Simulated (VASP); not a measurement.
# HgTe (Coloradoite) (F-43m) in VASP: a series of runs

One crystal, HgTe (Coloradoite), is run at these levels: PBE+D3(BJ), PBE; tasks: relaxation of the atoms, relaxation of cell and atoms.

All numbers are computed with VASP 6.6.1; they aren't measurements. Logs are shortened: lines on timing, memory, paths and dates and some standing lists are left out, and cuts for length are marked.

### 1 Starting point

It takes space group F-43m (No. 216, cubic). Conventional cell: a = 6.429 Å, b = 6.429 Å, c = 6.429 Å, α = 90.00°, β = 90.00°, γ = 90.00°. Around Hg (site symmetry -43m) lie 4 Te at 2.78 Å. Around Te (site symmetry -43m) lie 4 Hg at 2.78 Å.

### 2 Relaxation of the atoms, PBE+D3(BJ) (a relaxed cell with its volume scaled by 1.04)

INCAR reads:

```
SYSTEM = HgTe
PREC     = Accurate       ! precision mode
ENCUT    = 600            ! plane-wave cutoff, eV
EDIFF    = 1E-7           ! SCF threshold, eV
ISMEAR   = 0              ! smearing method
SIGMA    = 0.03           ! smearing width, eV
LREAL    = .FALSE.        ! projectors in reciprocal space
LASPH    = .TRUE.         ! aspherical terms in the spheres
NELM     = 80             ! most SCF steps
ALGO     = Normal         ! electronic algorithm
ISIF     = 2              ! what is computed and relaxed
LWAVE    = .FALSE.        ! write WAVECAR
LCHARG   = .FALSE.        ! write CHGCAR
GGA      = PE             ! functional
IVDW     = 12             ! dispersion correction
IBRION   = 2              ! ionic algorithm
NSW      = 40             ! ionic steps
EDIFFG   = -0.01          ! ionic threshold
```

KPOINTS reads:

```
Automatic mesh
0
G
  10 10 10
  0 0 0
```

POSCAR reads:

```
HgTe                                    
1.0
    0.0000000000      3.3178661857      3.3178661857
    3.3178661857      0.0000000000      3.3178661857
    3.3178661857      3.3178661857      0.0000000000
  Hg              Te            
     1     1
Direct
     0.0000000000000000    0.0000000000000000    0.0000000000000000
     0.2500000000000000    0.2500000000000000    0.2500000000000000
```

Potentials or basis: VASP PAW PBE potentials, release 64 (Hg, Te).

On the command line:

```sh
cat potpaw_PBE.64/Hg/POTCAR potpaw_PBE.64/Te/POTCAR > POTCAR
mpirun -np 1 vasp_std > vasp.out
```

OUTCAR:

```text
SYSTEM = HgTe
   PREC = Accurate
   ENCUT = 600
   EDIFF = 1E-7
   ISMEAR = 0
   LREAL = .FALSE.
   LASPH = .TRUE.
   NELM = 80
   ISIF = 2
   GGA = PE
   IVDW = 12
   IBRION = 2
   NSW = 40
   EDIFFG = -0.01
 IVDW          = 12

 ion  position               nearest neighbor table
   1  0.000  0.000  0.000-   2 2.87   2 2.87   2 2.87   2 2.87
   2  0.250  0.250  0.250-   1 2.87   1 2.87   1 2.87   1 2.87

  LATTYP: Found a face centered cubic cell.
 ALAT       =     6.6357323714

  Lattice vectors:

 A1 = (   0.0000000000,   3.3178661857,   3.3178661857)
 A2 = (   3.3178661857,   0.0000000000,   3.3178661857)
 A3 = (   3.3178661857,   3.3178661857,   0.0000000000)

Analysis of symmetry for initial positions (statically):
=====================================================================
 Subroutine PRICEL returns:
 Original cell was already a primitive cell.

 Routine SETGRP: Setting up the symmetry group for a
 face centered cubic supercell.

 Subroutine GETGRP returns: Found 24 space group operations
 (whereof 24 operations were pure point group operations)
 out of a pool of 48 trial point group operations.

The static configuration has the point symmetry T_d .

Analysis of symmetry for dynamics (positions and initial velocities):
=====================================================================
 Subroutine PRICEL returns:
 Original cell was already a primitive cell.

 Routine SETGRP: Setting up the symmetry group for a
 face centered cubic supercell.

 Subroutine GETGRP returns: Found 24 space group operations
 (whereof 24 operations were pure point group operations)
 out of a pool of 48 trial point group operations.

The dynamic configuration has the point symmetry T_d .

 Subroutine INISYM returns: Found 24 space group operations
 (whereof 24 operations are pure point group operations),
 and found     1 'primitive' translations

----------------------------------------------------------------------------------------

                                     Primitive cell

  volume of cell :      73.0477

  direct lattice vectors                    reciprocal lattice vectors
     0.000000000  3.317866186  3.317866186    -0.150699266  0.150699266  0.150699266
     3.317866186  0.000000000  3.317866186     0.150699266 -0.150699266  0.150699266
     3.317866186  3.317866186  0.000000000     0.150699266  0.150699266 -0.150699266

  length of vectors
     4.692171358  4.692171358  4.692171358     0.261018786  0.261018786  0.261018786

  position of ions in fractional coordinates (direct lattice)
     0.000000000  0.000000000  0.000000000
     0.250000000  0.250000000  0.250000000

  ion indices of the primitive-cell ions
   primitive index   ion index
                 1           1
                 2           2

----------------------------------------------------------------------------------------

 KPOINTS: Automatic mesh

Automatic generation of k-mesh.
 Grid dimensions read from file:
 generate k-points for:   10   10   10

 Generating k-lattice:

  Cartesian coordinates                     Fractional coordinates (reciprocal lattice)
    -0.015069927  0.015069927  0.015069927     0.100000000  0.000000000  0.000000000
     0.015069927 -0.015069927  0.015069927     0.000000000  0.100000000  0.000000000
     0.015069927  0.015069927 -0.015069927     0.000000000  0.000000000  0.100000000

  Length of vectors
     0.026101879  0.026101879  0.026101879

  Shift w.r.t. Gamma in fractional coordinates (k-lattice)
     0.000000000  0.000000000  0.000000000

 Subroutine IBZKPT returns following result:
 ===========================================

 Found     47 irreducible k-points:

 Following reciprocal coordinates:
            Coordinates               Weight
  0.000000  0.000000  0.000000      1.000000
  0.100000  0.000000  0.000000      8.000000
  0.200000  0.000000  0.000000      8.000000
  0.300000  0.000000  0.000000      8.000000
  0.400000  0.000000  0.000000      8.000000
  0.500000  0.000000  0.000000      4.000000
[... 16 lines left out ...]
  0.300000  0.300000  0.000000      6.000000
  0.400000  0.300000  0.000000     24.000000
 [... further k-points ...]
   k-points           NKPTS =     47   k-points in BZ     NKDIM =     47   number of bands    NBANDS=     13
   number of dos      NEDOS =    301   number of ions     NIONS =      2
   total plane-waves  NPLWV =  64000
   dimension x,y,z NGX =    40 NGY =   40 NGZ =   40
   dimension x,y,z NGXF=    80 NGYF=   80 NGZF=   80
   ions per type =               1   1
   NGX,Y,Z   is equivalent  to a cutoff of  14.17, 14.17, 14.17 a.u.
   NGXF,Y,Z  is equivalent  to a cutoff of  28.34, 28.34, 28.34 a.u.
 SYSTEM =  HgTe
   PREC   = accura    normal or accurate (medium, high low for compatibility)
   ISTART =      0    job   : 0-new  1-cont  2-samecut
   ICHARG =      2    charge: 1-file 2-atom 10-const
   ISPIN  =      1    spin polarized calculation?
   LNONCOLLINEAR =      F non collinear calculations
   LSORBIT =      F    spin-orbit coupling
   LASPH  =      T    aspherical Exc in radial PAW
   ENCUT  =  600.0 eV  44.10 Ry    6.64 a.u.   9.37  9.37  9.37*2*pi/ulx,y,z
   NELM   =     80;   NELMIN=  2; NELMDL= -5     # of ELM steps
   EDIFF  = 0.1E-06   stopping-criterion for ELM
   LREAL  =      F    real-space projection
   EDIFFG = -.1E-01   stopping-criterion for IOM
   NSW    =     40    number of steps for IOM
   IBRION =      2    ionic relax: 0-MD 1-quasi-New 2-CG
   NFREE  =      1    steps in history (QN), initial steepest desc. (CG)
   ISIF   =      2    stress and relaxation
   ISYM   =      2    0-nonsym 1-usesym 2-fastsym
   POTIM  = 0.5000    time-step for ionic-motion
   TEBEG  =    0.0;   TEEND  =   0.0 temperature during run
   PSTRESS=    0.0 pullay stress
   NELECT =      18.0000    total number of electrons
   NUPDOWN=      -1.0000    fix difference up-down
   EMIN   =  10.00;   EMAX   =-10.00  energy-range for DOS
   EFERMI =   0.00;   METHOD = LEGACY
   ISMEAR =     0;   SIGMA  =   0.03  broadening in eV -4-tet -1-fermi 0-gaus
   EFERMI_NEDOS =   21; number of points for ismear=-14 and -15
   IALGO  =     38    algorithm
   IMIX   =      4    mixing-type and parameters
     AMIX     =   0.40;   BMIX     =  1.00
     AMIX_MAG =   1.60;   BMIX_MAG =  1.00
  volume/ion in A,a.u.               =      36.52       246.48
  Fermi-wavevector in a.u.,A,eV,Ry     =   1.026353  1.939526 14.332387  1.053401
  Thomas-Fermi vector in A             =   2.160241
   LORBIT       =      0    0 simple, 1 ext, 2 COOP (PROOUT), +10 PAW based schemes
   GGA     = PE    functional components
   LHFCALC =     F    Hartree Fock is set to
   AEXX    =    0.0000 exact exchange contribution
   IVDW    =    12    specifies the selected vdW correction
   LEPSILON=     F    determine dielectric tensor
   LRPA    =     F    only Hartree local field effects (RPA)
 conjugate gradient relaxation of ions
 non-spin polarized calculation
 Gauss-broadening in eV      SIGMA  =   0.03
  energy-cutoff  :      600.00
  volume of cell :       73.05
 maximum number of plane-waves:      2458
 NGX is ok and might be reduce to    40
   NGX = 19   NGY = 19   NGZ = 19

 number of electron      18.0000002 magnetization

 Free energy of the ion-electron system (eV)
  ---------------------------------------------------
  ext. energy  EPLUGINS =         0.00000000
  ---------------------------------------------------
  free energy    TOTEN  =        -3.65084736 eV

  energy without entropy =       -3.65080108  energy(sigma->0) =       -3.65082422

 E-fermi :   2.3086     XC(G=0):  -8.3881

 val. band max:        2.2994142649   @ k =   0.0000   0.0000   0.0000
 cond. band min:       2.7497703407   @ k =   0.1000   0.0000   0.0000
 fundamental gap:      0.4503560758
 Fermi energy:         2.3085514550

 k-point     1 :       0.0000    0.0000    0.0000
  band No.  band energies     occupation
      1      -9.1565      2.00000
      2      -4.6260      2.00000
      3      -4.6260      2.00000
      4      -4.6260      2.00000
      5      -4.1866      2.00000
      6      -4.1866      2.00000
      7       1.3911      2.00000
      8       2.2994      1.33334
      9       2.2994      1.33334
     10       2.2994      1.33334
     11       6.6625      0.00000
     12       6.6625      0.00000
     13       6.6625      0.00000

 k-point     2 :       0.1000    0.0000    0.0000
  band No.  band energies     occupation
      1      -9.1143      2.00000
      2      -4.6143      2.00000
      3      -4.6143      2.00000
      4      -4.6075      2.00000
      5      -4.1877      2.00000
      6      -4.1877      2.00000
      7       0.7076      2.00000
      8       2.2029      2.00000
      9       2.2029      2.00000
     10       2.7498      0.00000
     11       6.5508      0.00000
     12       6.7994      0.00000
     13       6.7994      0.00000

 k-point     3 :       0.2000    0.0000    0.0000
  band No.  band energies     occupation
      1      -9.0004      2.00000
      2      -4.5850      2.00000
      3      -4.5850      2.00000
      4      -4.5374      2.00000
      5      -4.1884      2.00000
      6      -4.1884      2.00000
      7      -0.3568      2.00000
      8       1.9715      2.00000
      9       1.9715      2.00000
     10       3.0897      0.00000
     11       6.7994      0.00000
     12       7.0975      0.00000
     13       7.0975      0.00000
[... 305 lines left out ...]
 k-point    23 :       0.3000    0.3000    0.0000
  band No.  band energies     occupation
      1      -8.7487      2.00000
      2      -4.4981      2.00000
      3      -4.4545      2.00000
      4      -4.4545      2.00000
      5      -4.1800      2.00000
      6      -4.1530      2.00000
      7      -1.4478      2.00000
      8       0.9044      2.00000
      9       0.9044      2.00000
     10       4.2380      0.00000
     11       5.3299      0.00000
     12       8.9917      0.00000
     13       8.9918      0.00000

 k-point    24 :       0.4000    0.3000    0.0000
  band No.  band energies     occupation
      1      -8.6484      2.00000
      2      -4.4742      2.00000
      3      -4.4189      2.00000
      4      -4.3844      2.00000
      5      -4.1481      2.00000
      6      -4.0929      2.00000
      7      -1.9706      2.00000
      8       0.5518      2.00000
      9       0.7161      2.00000
     10       4.3493      0.00000
     11       5.4358      0.00000
     12       8.7168      0.00000
     13       9.3622      0.00000

 [... further k-points ...]

------------------------ aborting loop because EDIFF is reached ----------------------------------------

 Edisp (eV)   -0.65683

 E8    (eV) :    -0.2966

  FORCE on cell =-STRESS in cart. coord.  units (eV):
  Direction    XX          YY          ZZ          XY          YZ          ZX
  --------------------------------------------------------------------------------------
  -------------------------------------------------------------------------------------
  Total      -0.63950    -0.63950    -0.63950    -0.00000     0.00000    -0.00000
  in kB     -14.02624   -14.02624   -14.02624    -0.00000     0.00000    -0.00000
  external pressure =      -14.03 kB  Pullay stress =        0.00 kB

 VOLUME and BASIS-vectors are now :
 -----------------------------------------------------------------------------
  energy-cutoff  :      600.00
  volume of cell :       73.05
      direct lattice vectors                 reciprocal lattice vectors
     0.000000000  3.317866186  3.317866186    -0.150699266  0.150699266  0.150699266
     3.317866186  0.000000000  3.317866186     0.150699266 -0.150699266  0.150699266
     3.317866186  3.317866186  0.000000000     0.150699266  0.150699266 -0.150699266

 POSITION                                       TOTAL-FORCE (eV/Angst)
 -----------------------------------------------------------------------------------
      0.00000      0.00000      0.00000        -0.000000     -0.000000     -0.000000
      1.65893      1.65893      1.65893         0.000000      0.000000      0.000000
 -----------------------------------------------------------------------------------
    total drift:                               -0.000000     -0.000000     -0.000000

  FREE ENERGIE OF THE ION-ELECTRON SYSTEM (eV)
  ---------------------------------------------------
  free  energy   TOTEN  =        -4.3076735013 eV

  energy  without entropy=       -4.3076272216  energy(sigma->0) =       -4.30765036

 reached required accuracy - stopping structural energy minimisation
```

Run time: 32 s. Hardware: 1 thread of Intel Xeon Platinum 8559C (Emerald Rapids), shared host; peak memory 0.27 GiB.

What came out:

```
Free energy                : -4.3077 eV
Pressure after relaxing    : -1.4 GPa
Band gap on the k mesh     : none (metal or under the smearing width)
Dispersion energy per atom : -0.328 eV
```

Final structure:
```yaml
crystal:
  lattice:
    - [0.00000, 3.31787, 3.31787]
    - [3.31787, 0.00000, 3.31787]
    - [3.31787, 3.31787, 0.00000]
  atoms:
    - { symbol: Hg, position: [0.00000, 0.00000, 0.00000] }
    - { symbol: Te, position: [0.25000, 0.25000, 0.25000] }
```

Caveat: the relaxation stopped at its first step, so nothing moved; pairwise dispersion overbinds metals, which lowers pressure and volume.

### 3 Relaxation of the atoms, PBE+D3(BJ) (a relaxed cell with its volume scaled by 1.06)

INCAR is that of step 2.

KPOINTS is that of step 2.

POSCAR reads:

```
HgTe                                    
1.0
    0.0000000000      3.3389996611      3.3389996611
    3.3389996611      0.0000000000      3.3389996611
    3.3389996611      3.3389996611      0.0000000000
  Hg              Te            
     1     1
Direct
     0.0000000000000000    0.0000000000000000    0.0000000000000000
     0.2500000000000000    0.2500000000000000    0.2500000000000000
```

Potentials or basis: VASP PAW PBE potentials, release 64 (Hg, Te).

On the command line:

```sh
cat potpaw_PBE.64/Hg/POTCAR potpaw_PBE.64/Te/POTCAR > POTCAR
mpirun -np 1 vasp_std > vasp.out
```

It took 30 s on 1 thread of Intel Xeon Platinum 8559C (Emerald Rapids), shared host; peak memory 0.27 GiB.

It converged, with:

```yaml
Free_energy: -4.2929 eV
Pressure_after_relaxing: -2.0 GPa
Band_gap_on_the_k_mesh: none (metal or under the smearing width)
Dispersion_energy_per_atom: -0.321 eV
```

Final structure:
```xyz
2
Lattice="0.0000 3.3390 3.3390 3.3390 0.0000 3.3390 3.3390 3.3390 0.0000" Properties=species:S:1:pos:R:3 pbc="T T T"
Hg    0.0000    0.0000    0.0000
Te    1.6695    1.6695    1.6695
```

Levels at points of the mesh, in eV from the Fermi level:
```tsv
k point	band 6	band 7	band 8	band 9	band 10	band 11	band 12	band 13
(0.00, 0.00, 0.00)	-6.42	-0.96	-0.01	-0.01	-0.01	4.38	4.38	4.38
(0.50, 0.00, 0.00)	-6.18	-4.89	-0.82	-0.82	0.69	5.11	5.11	6.77
(0.50, 0.50, 0.00)	-6.07	-4.93	-1.89	-1.89	1.90	2.73	7.88	8.45
```

Caveat: the relaxation stopped at its first step, so nothing moved; pairwise dispersion overbinds metals, which lowers pressure and volume. Spin-orbit coupling is left out, which matters for the levels of Hg, Te.

(Continued in part 2 of 2.)
